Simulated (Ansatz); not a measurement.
The system is HfN.

```
Hf N
1.0
     0.00000    2.25600    2.25600
     2.25600    0.00000    2.25600
     2.25600    2.25600    0.00000
Hf N
1 1
Direct
  0.00000 0.00000 0.00000
  0.50000 0.50000 0.50000
```

Base run:

```yaml
Program: Ansatz 0.2.0
Functional: PBEsol
Potentials_or_basis: Ansatz PAW
Cutoff: 420 eV
Density_cutoff: 1680 eV
k_mesh: 10 × 10 × 10
Occupations: fermi-dirac, width 0.05 eV
Spin: no spin polarisation
Hubbard_terms: Hf d U = 1 eV
```

Its results: band gap on the k mesh none (metal or under the smearing width); pressure -0.6 GPa.

Task: The run is repeated on the same cell with these changes: hubbard terms from Hf d U = 1 eV to none; hubbard projectors from ortho-atomic (the default) to none. What comes out?

Result: Band gap on the k mesh none (metal or under the smearing width); pressure -1.9 GPa.

Caveats: the PAW data sets come from PBE, with cores solved anew for the run's functional, which leaves a small shift of forces and pressure; U without spin polarisation on a metal has little footing (some runs).

Not every run made on this cell is shown here.
